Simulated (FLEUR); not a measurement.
# KF (Carobbiite) (Fm-3m) in FLEUR: further runs, part 2 of 3

FLEUR MaX-R8.1 (patched build s14). The steps go on from the part before.

### Step 3. Band structure, RPBE, collinear spin, ferromagnetic start

inp.xml

```xml
<?xml version="1.0" encoding="UTF-8" standalone="no"?>
<fleurInput fleurInputVersion="0.39">
   <comment>
      KF                                                                                                  
   </comment>
   <calculationSetup>
      <cutoffs Kmax="4.2" Gmax="13.0" GmaxXC="13.0" numbands="0"/>
      <scfLoop itmax="80" minDistance="0.0001" maxIterBroyd="15" imix="Anderson" alpha="0.3" precondParam="0.0" spinf="2.0"/>
      <coreElectrons ctail="T" frcor="F" kcrel="0" coretail_lmax="0"/>
      <xcFunctional name="Rpbe" relativisticCorrections="F"/>
      <magnetism jspins="2"/>
      <soc l_soc="F" theta="0.0" phi="0.0" spav="F"/>
      <expertModes spex="0" secvar="F"/>
      <geometryOptimization l_f="F" forcealpha="1.0" forcemix="BFGS" epsdisp="0.00001" epsforce="0.00001"/>
      <ldaU l_linMix="F" mixParam="0.05" spinf="1.0"/>
   </calculationSetup>
   <cell>
      <bzIntegration valenceElectrons="16.0" mode="hist" fermiSmearingEnergy="0.00734986">
         <kPointListSelection listName="default-1"/>
         <!-- k-points included here -->
         <xi:include xmlns:xi="http://www.w3.org/2001/XInclude" href="kpts.xml"> </xi:include>
      </bzIntegration>
      <!-- symmetry operations included here -->
      <xi:include xmlns:xi="http://www.w3.org/2001/XInclude" href="sym.xml"> </xi:include>
      <bulkLattice scale="1.0">
         <bravaisMatrix>
            <row-1>    0.0000000000000000     5.0490647460125100     5.0490647460125100</row-1>
            <row-2>    5.0490647460125100     0.0000000000000000     5.0490647460125100</row-2>
            <row-3>    5.0490647460125100     5.0490647460125100     0.0000000000000000</row-3>
         </bravaisMatrix>
      </bulkLattice>
   </cell>
   <atomSpecies>
      <species name="Potassium .501" element="K" atomicNumber="19">
         <mtSphere radius="2.65" gridPoints="877" logIncrement="0.014"/>
         <atomicCutoffs lmax="11" lnonsphr="8"/>
         <electronConfig flipSpins="F">
            <coreConfig>(1s1/2) (2s1/2) (2p1/2) (2p3/2)</coreConfig>
            <valenceConfig>(3s1/2) (3p1/2) (3p3/2) (4s1/2)</valenceConfig>
            <stateOccupation state="(4s1/2)" spinUp="0.7505" spinDown="0.2495"/>
         </electronConfig>
         <energyParameters s="4" p="3" d="3" f="4"/>
         <lo type="SCLO" l="0" n="3" eDeriv="0"/>
         <lo type="HELO" l="1" n="4" eDeriv="0"/>
         <lo type="HELO" l="1" n="4" eDeriv="1"/>
         <lo type="SCLO" l="2" n="3" eDeriv="2"/>
         <lo type="SCLO" l="3" n="4" eDeriv="2"/>
      </species>
      <species name="Fluorine (F)" element="F" atomicNumber="9">
         <mtSphere radius="2.03" gridPoints="671" logIncrement="0.016"/>
         <atomicCutoffs lmax="8" lnonsphr="6"/>
         <electronConfig flipSpins="F">
            <coreConfig>(1s1/2)</coreConfig>
            <valenceConfig>(2s1/2) (2p1/2) (2p3/2)</valenceConfig>
            <stateOccupation state="(2p1/2)" spinUp="0.833333" spinDown="0.833333"/>
            <stateOccupation state="(2p3/2)" spinUp="1.666667" spinDown="1.666667"/>
         </electronConfig>
         <energyParameters s="2" p="2" d="3" f="4"/>
         <lo type="SCLO" l="0" n="2" eDeriv="2"/>
         <lo type="SCLO" l="1" n="2" eDeriv="2"/>
         <lo type="SCLO" l="2" n="3" eDeriv="2"/>
      </species>
   </atomSpecies>
   <atomGroups>
      <atomGroup species="Potassium .501">
         <relPos label="                   1">.0000000000 .0000000000 .0000000000</relPos>
         <force calculate="T" relaxXYZ="TTT"/>
      </atomGroup>
      <atomGroup species="Fluorine (F)">
         <relPos label="                   2">1.000/2.000 1.000/2.000 1.000/2.000</relPos>
         <force calculate="T" relaxXYZ="TTT"/>
      </atomGroup>
   </atomGroups>
   <output dos="F" band="F" slice="F">
      <checks vchk="F" cdinf="F"/>
      <bandDOS minEnergy="-.5*Htr" maxEnergy="0.5*Htr" sigma="0.015" storeEVData="T"/>
      <vacuumDOS vacdos="F" integ="F" star="F" nstars="0" locx1="0.0" locy1="0.0" locx2="0.0" locy2="0.0" nstm="0" tworkf="0.0"/>
      <unfoldingBand unfoldBand="F" supercellX="1" supercellY="1" supercellZ="1"/>
      <plotting iplot="0" polar="F">
         <plot TwoD="T" vec1="  1.0  0.0  0.0" vec2="  0.0  1.0  0.0" vec3="  0.0  0.0  1.0" zero="  0.0  0.0  0.0" file="plot"/>
      </plotting>
      <chargeDensitySlicing numkpt="0" minEigenval="0.0" maxEigenval="0.0" nnne="0" pallst="F"/>
      <specialOutput eonly="F"/>
      <magneticCircularDichroism mcd="F" energyLo="-10.0" energyUp="0.0"/>
   </output>
  <!-- We include the file relax.xml here to enable relaxations (see documentation) -->
  <xi:include xmlns:xi="http://www.w3.org/2001/XInclude" href="relax.xml"> <xi:fallback/> </xi:include>
</fleurInput>
```

crystal.txt

```
KF
&input cartesian=F /
0.0000000000  2.6718500000  2.6718500000
2.6718500000  0.0000000000  2.6718500000
2.6718500000  2.6718500000  0.0000000000
1.8897261246
1.0 1.0 1.0

2
19 0.0000000000  0.0000000000  0.0000000000 : 0.501
9 0.5000000000  0.5000000000  0.5000000000

&kpt div1=9 div2=9 div3=9 gamma=T /
```

inp.xml (bands)

```
<?xml version="1.0" encoding="UTF-8" standalone="no"?>
<fleurInput fleurInputVersion="0.39">
   <comment>
      KF                                                                                                  
   </comment>
   <calculationSetup>
      <cutoffs Kmax="4.2" Gmax="13.0" GmaxXC="13.0" numbands="0"/>
      <scfLoop itmax="80" minDistance="0.0001" maxIterBroyd="15" imix="Anderson" alpha="0.3" precondParam="0.0" spinf="2.0"/>
      <coreElectrons ctail="T" frcor="F" kcrel="0" coretail_lmax="0"/>
      <xcFunctional name="Rpbe" relativisticCorrections="F"/>
      <magnetism jspins="2"/>
      <soc l_soc="F" theta="0.0" phi="0.0" spav="F"/>
      <expertModes spex="0" secvar="F"/>
      <geometryOptimization l_f="F" forcealpha="1.0" forcemix="BFGS" epsdisp="0.00001" epsforce="0.00001"/>
      <ldaU l_linMix="F" mixParam="0.05" spinf="1.0"/>
   </calculationSetup>
   <cell>
      <bzIntegration valenceElectrons="16.0" mode="hist" fermiSmearingEnergy="0.00734986">
         <kPointListSelection listName="path-1"/>
         <!-- k-points included here -->
         <xi:include xmlns:xi="http://www.w3.org/2001/XInclude" href="kpts.xml"> </xi:include>
      </bzIntegration>
      <!-- symmetry operations included here -->
      <xi:include xmlns:xi="http://www.w3.org/2001/XInclude" href="sym.xml"> </xi:include>
      <bulkLattice scale="1.0">
         <bravaisMatrix>
            <row-1>    0.0000000000000000     5.0490647460125100     5.0490647460125100</row-1>
            <row-2>    5.0490647460125100     0.0000000000000000     5.0490647460125100</row-2>
            <row-3>    5.0490647460125100     5.0490647460125100     0.0000000000000000</row-3>
         </bravaisMatrix>
      </bulkLattice>
   </cell>
   <atomSpecies>
      <species name="Potassium .501" element="K" atomicNumber="19">
         <mtSphere radius="2.65" gridPoints="877" logIncrement="0.014"/>
         <atomicCutoffs lmax="11" lnonsphr="8"/>
         <electronConfig flipSpins="F">
            <coreConfig>(1s1/2) (2s1/2) (2p1/2) (2p3/2)</coreConfig>
            <valenceConfig>(3s1/2) (3p1/2) (3p3/2) (4s1/2)</valenceConfig>
            <stateOccupation state="(4s1/2)" spinUp="0.7505" spinDown="0.2495"/>
         </electronConfig>
         <energyParameters s="4" p="3" d="3" f="4"/>
         <lo type="SCLO" l="0" n="3" eDeriv="0"/>
         <lo type="HELO" l="1" n="4" eDeriv="0"/>
         <lo type="HELO" l="1" n="4" eDeriv="1"/>
         <lo type="SCLO" l="2" n="3" eDeriv="2"/>
         <lo type="SCLO" l="3" n="4" eDeriv="2"/>
      </species>
      <species name="Fluorine (F)" element="F" atomicNumber="9">
         <mtSphere radius="2.03" gridPoints="671" logIncrement="0.016"/>
         <atomicCutoffs lmax="8" lnonsphr="6"/>
         <electronConfig flipSpins="F">
            <coreConfig>(1s1/2)</coreConfig>
            <valenceConfig>(2s1/2) (2p1/2) (2p3/2)</valenceConfig>
            <stateOccupation state="(2p1/2)" spinUp="0.833333" spinDown="0.833333"/>
            <stateOccupation state="(2p3/2)" spinUp="1.666667" spinDown="1.666667"/>
         </electronConfig>
         <energyParameters s="2" p="2" d="3" f="4"/>
         <lo type="SCLO" l="0" n="2" eDeriv="2"/>
         <lo type="SCLO" l="1" n="2" eDeriv="2"/>
         <lo type="SCLO" l="2" n="3" eDeriv="2"/>
      </species>
   </atomSpecies>
   <atomGroups>
      <atomGroup species="Potassium .501">
         <relPos label="                   1">.0000000000 .0000000000 .0000000000</relPos>
         <force calculate="T" relaxXYZ="TTT"/>
      </atomGroup>
      <atomGroup species="Fluorine (F)">
         <relPos label="                   2">1.000/2.000 1.000/2.000 1.000/2.000</relPos>
         <force calculate="T" relaxXYZ="TTT"/>
      </atomGroup>
   </atomGroups>
   <output dos="F" band="T" slice="F">
      <checks vchk="F" cdinf="F"/>
      <bandDOS minEnergy="-.5*Htr" maxEnergy="0.5*Htr" sigma="0.015" storeEVData="T"/>
      <vacuumDOS vacdos="F" integ="F" star="F" nstars="0" locx1="0.0" locy1="0.0" locx2="0.0" locy2="0.0" nstm="0" tworkf="0.0"/>
      <unfoldingBand unfoldBand="F" supercellX="1" supercellY="1" supercellZ="1"/>
      <plotting iplot="0" polar="F">
         <plot TwoD="T" vec1="  1.0  0.0  0.0" vec2="  0.0  1.0  0.0" vec3="  0.0  0.0  1.0" zero="  0.0  0.0  0.0" file="plot"/>
      </plotting>
      <chargeDensitySlicing numkpt="0" minEigenval="0.0" maxEigenval="0.0" nnne="0" pallst="F"/>
      <specialOutput eonly="F"/>
      <magneticCircularDichroism mcd="F" energyLo="-10.0" energyUp="0.0"/>
   </output>
  <!-- We include the file relax.xml here to enable relaxations (see documentation) -->
  <xi:include xmlns:xi="http://www.w3.org/2001/XInclude" href="relax.xml"> <xi:fallback/> </xi:include>
</fleurInput>
```

Potentials or basis: all-electron, FLAPW.

Run with:

```
$ inpgen -f crystal.txt -profile fastHighL
$ # inp.xml edited to the form shown
$ fleur
$ fleur   # second run, on inp.xml (bands)
```

It took 37 s on 1 thread of AMD EPYC 7B13 (Zen 3), shared host; peak memory 0.09 GiB.

Results (log left out):

```
Free energy                                           : -19112.4177 eV
Band gap on the k mesh                                : 6.70 eV, direct
Band gap along the path                               : 6.70 eV, direct
Net moment                                            : 0.00 μB per cell
Valence electrons inside the program's atomic spheres : K 7.89; F 7.08 (radii K 2.65, F 2.03 bohr)
```

Levels at the corners of the path, in eV from the valence-band top:
Spin up:
| point | band 4 | band 5 | band 6 | band 7 | band 8 | band 9 | band 10 | band 11 | band 12 | band 13 |
| --- | --- | --- | --- | --- | --- | --- | --- | --- | --- | --- |
| Γ | -9.63 | -9.63 | 0.00 | 0.00 | 0.00 | 6.70 | 10.90 | 10.90 | 10.90 | 12.41 |
| X | -9.83 | -9.83 | -0.20 | -0.06 | -0.06 | 8.61 | 10.55 | 12.36 | 13.52 | 14.05 |
| W | -9.98 | -9.71 | -0.38 | -0.16 | -0.16 | 10.12 | 10.12 | 11.36 | 13.46 | 14.05 |
| K | -9.84 | -9.77 | -0.31 | -0.19 | -0.19 | 9.35 | 11.13 | 11.27 | 13.54 | 13.56 |
| Γ | -9.63 | -9.63 | 0.00 | 0.00 | 0.00 | 6.70 | 10.90 | 10.90 | 10.90 | 12.41 |
| L | -9.67 | -9.67 | -0.73 | -0.33 | -0.33 | 9.47 | 11.13 | 12.17 | 12.17 | 14.13 |
| U | -9.84 | -9.77 | -0.31 | -0.19 | -0.19 | 9.35 | 11.13 | 11.27 | 13.54 | 13.56 |
| W | -9.98 | -9.71 | -0.38 | -0.16 | -0.16 | 10.12 | 10.12 | 11.36 | 13.46 | 14.05 |
| L | -9.67 | -9.67 | -0.73 | -0.33 | -0.33 | 9.47 | 11.13 | 12.17 | 12.17 | 14.13 |
| K | -9.84 | -9.77 | -0.31 | -0.19 | -0.19 | 9.35 | 11.13 | 11.27 | 13.54 | 13.56 |
| U | -9.84 | -9.77 | -0.31 | -0.19 | -0.19 | 9.35 | 11.13 | 11.27 | 13.54 | 13.56 |
| X | -9.83 | -9.83 | -0.20 | -0.06 | -0.06 | 8.61 | 10.55 | 12.36 | 13.52 | 14.05 |
Spin down:
| point | band 6 | band 7 | band 8 | band 9 | band 10 | band 11 |
| --- | --- | --- | --- | --- | --- | --- |
| Γ | 0.00 | 0.00 | 0.00 | 6.70 | 10.90 | 10.90 |
| X | -0.20 | -0.06 | -0.06 | 8.61 | 10.55 | 12.36 |
| W | -0.38 | -0.16 | -0.16 | 10.12 | 10.12 | 11.36 |
| K | -0.31 | -0.19 | -0.19 | 9.35 | 11.13 | 11.27 |
| Γ | 0.00 | 0.00 | 0.00 | 6.70 | 10.90 | 10.90 |
| L | -0.73 | -0.33 | -0.33 | 9.47 | 11.13 | 12.17 |
| U | -0.31 | -0.19 | -0.19 | 9.35 | 11.13 | 11.27 |
| W | -0.38 | -0.16 | -0.16 | 10.12 | 10.12 | 11.36 |
| L | -0.73 | -0.33 | -0.33 | 9.47 | 11.13 | 12.17 |
| K | -0.31 | -0.19 | -0.19 | 9.35 | 11.13 | 11.27 |
| U | -0.31 | -0.19 | -0.19 | 9.35 | 11.13 | 11.27 |
| X | -0.20 | -0.06 | -0.06 | 8.61 | 10.55 | 12.36 |

Core levels (eV from the Fermi level):
```tsv
atom	levels
1 K	1s1/2 -3512.6, 2s1/2 -343.7, 2p1/2 -272.0, 2p3/2 -269.1
2 F	1s1/2 -650.4
```

### Step 4. Band structure, LDA (Wigner correlation)

inp.xml, as its differences from that of step 3:

```diff
@@ -6,7 +6,7 @@
    <calculationSetup>
-      <cutoffs Kmax="4.2" Gmax="13.0" GmaxXC="13.0" numbands="0"/>
-      <scfLoop itmax="80" minDistance="0.0001" maxIterBroyd="15" imix="Anderson" alpha="0.3" precondParam="0.0" spinf="2.0"/>
+      <cutoffs Kmax="3.8" Gmax="11.8" GmaxXC="11.8" numbands="0"/>
+      <scfLoop itmax="60" minDistance="0.00001" maxIterBroyd="15" imix="Anderson" alpha="0.05" precondParam="0.0" spinf="2.0"/>
       <coreElectrons ctail="T" frcor="F" kcrel="0" coretail_lmax="0"/>
-      <xcFunctional name="Rpbe" relativisticCorrections="F"/>
-      <magnetism jspins="2"/>
+      <xcFunctional name="wign" relativisticCorrections="F"/>
+      <magnetism jspins="1"/>
       <soc l_soc="F" theta="0.0" phi="0.0" spav="F"/>
@@ -17,3 +17,3 @@
    <cell>
-      <bzIntegration valenceElectrons="16.0" mode="hist" fermiSmearingEnergy="0.00734986">
+      <bzIntegration valenceElectrons="16.0" mode="hist" fermiSmearingEnergy="0.00073499">
          <kPointListSelection listName="default-1"/>
@@ -33,3 +33,3 @@
    <atomSpecies>
-      <species name="Potassium .501" element="K" atomicNumber="19">
+      <species name="Potassium (K)" element="K" atomicNumber="19">
          <mtSphere radius="2.65" gridPoints="877" logIncrement="0.014"/>
@@ -39,3 +39,3 @@
             <valenceConfig>(3s1/2) (3p1/2) (3p3/2) (4s1/2)</valenceConfig>
-            <stateOccupation state="(4s1/2)" spinUp="0.7505" spinDown="0.2495"/>
+            <stateOccupation state="(4s1/2)" spinUp="0.500000" spinDown="0.500000"/>
          </electronConfig>
@@ -64,3 +64,3 @@
    <atomGroups>
-      <atomGroup species="Potassium .501">
+      <atomGroup species="Potassium (K)">
          <relPos label="                   1">.0000000000 .0000000000 .0000000000</relPos>
```

crystal.txt, as its differences from that of step 3:

```diff
@@ -9,3 +9,3 @@
 2
-19 0.0000000000  0.0000000000  0.0000000000 : 0.501
+19 0.0000000000  0.0000000000  0.0000000000
 9 0.5000000000  0.5000000000  0.5000000000
```

inp.xml (bands), as its differences from that of step 3:

```diff
@@ -6,7 +6,7 @@
    <calculationSetup>
-      <cutoffs Kmax="4.2" Gmax="13.0" GmaxXC="13.0" numbands="0"/>
-      <scfLoop itmax="80" minDistance="0.0001" maxIterBroyd="15" imix="Anderson" alpha="0.3" precondParam="0.0" spinf="2.0"/>
+      <cutoffs Kmax="3.8" Gmax="11.8" GmaxXC="11.8" numbands="0"/>
+      <scfLoop itmax="60" minDistance="0.00001" maxIterBroyd="15" imix="Anderson" alpha="0.05" precondParam="0.0" spinf="2.0"/>
       <coreElectrons ctail="T" frcor="F" kcrel="0" coretail_lmax="0"/>
-      <xcFunctional name="Rpbe" relativisticCorrections="F"/>
-      <magnetism jspins="2"/>
+      <xcFunctional name="wign" relativisticCorrections="F"/>
+      <magnetism jspins="1"/>
       <soc l_soc="F" theta="0.0" phi="0.0" spav="F"/>
@@ -17,3 +17,3 @@
    <cell>
-      <bzIntegration valenceElectrons="16.0" mode="hist" fermiSmearingEnergy="0.00734986">
+      <bzIntegration valenceElectrons="16.0" mode="hist" fermiSmearingEnergy="0.00073499">
          <kPointListSelection listName="path-1"/>
@@ -33,3 +33,3 @@
    <atomSpecies>
-      <species name="Potassium .501" element="K" atomicNumber="19">
+      <species name="Potassium (K)" element="K" atomicNumber="19">
          <mtSphere radius="2.65" gridPoints="877" logIncrement="0.014"/>
@@ -39,3 +39,3 @@
             <valenceConfig>(3s1/2) (3p1/2) (3p3/2) (4s1/2)</valenceConfig>
-            <stateOccupation state="(4s1/2)" spinUp="0.7505" spinDown="0.2495"/>
+            <stateOccupation state="(4s1/2)" spinUp="0.500000" spinDown="0.500000"/>
          </electronConfig>
@@ -64,3 +64,3 @@
    <atomGroups>
-      <atomGroup species="Potassium .501">
+      <atomGroup species="Potassium (K)">
          <relPos label="                   1">.0000000000 .0000000000 .0000000000</relPos>
```

Run with:

```
$ inpgen -f crystal.txt -profile fastHighL
$ # inp.xml edited to the form shown
$ fleur
$ fleur   # second run, on inp.xml (bands)
```

Run time: 14 s. Hardware: 1 thread of AMD EPYC 7B13 (Zen 3), shared host; peak memory 0.09 GiB.

It converged, with:

```yaml
Free_energy: -19030.5999 eV
Band_gap_on_the_k_mesh: 5.61 eV, direct
Band_gap_along_the_path: 5.61 eV, direct
Valence_electrons_inside_the_program's_atomic_spheres: K 7.86; F 7.00 (radii K 2.65, F 2.03 bohr)
```

Levels at the corners of the path, in eV from the valence-band top:
| point | band 6 | band 7 | band 8 | band 9 | band 10 | band 11 |
| --- | --- | --- | --- | --- | --- | --- |
| Γ | 0.00 | 0.00 | 0.00 | 5.61 | 10.43 | 10.43 |
| X | -0.21 | -0.05 | -0.05 | 7.76 | 10.02 | 11.22 |
| W | -0.44 | -0.17 | -0.17 | 9.31 | 9.31 | 10.98 |
| K | -0.36 | -0.21 | -0.20 | 8.52 | 10.27 | 10.83 |
| Γ | 0.00 | 0.00 | 0.00 | 5.61 | 10.43 | 10.43 |
| L | -0.87 | -0.38 | -0.38 | 8.66 | 10.03 | 11.90 |
| U | -0.36 | -0.21 | -0.20 | 8.52 | 10.27 | 10.83 |
| W | -0.44 | -0.17 | -0.17 | 9.31 | 9.31 | 10.98 |
| L | -0.87 | -0.38 | -0.38 | 8.66 | 10.03 | 11.90 |
| K | -0.36 | -0.21 | -0.20 | 8.52 | 10.27 | 10.83 |
| U | -0.36 | -0.21 | -0.20 | 8.52 | 10.27 | 10.83 |
| X | -0.21 | -0.05 | -0.05 | 7.76 | 10.02 | 11.22 |

Core levels (eV from the Fermi level):
| atom | levels |
| --- | --- |
| 1 K | 1s1/2 -3500.3, 2s1/2 -341.9, 2p1/2 -271.6, 2p3/2 -268.7 |
| 2 F | 1s1/2 -645.5 |

(Part 2 of 3 ends here.)
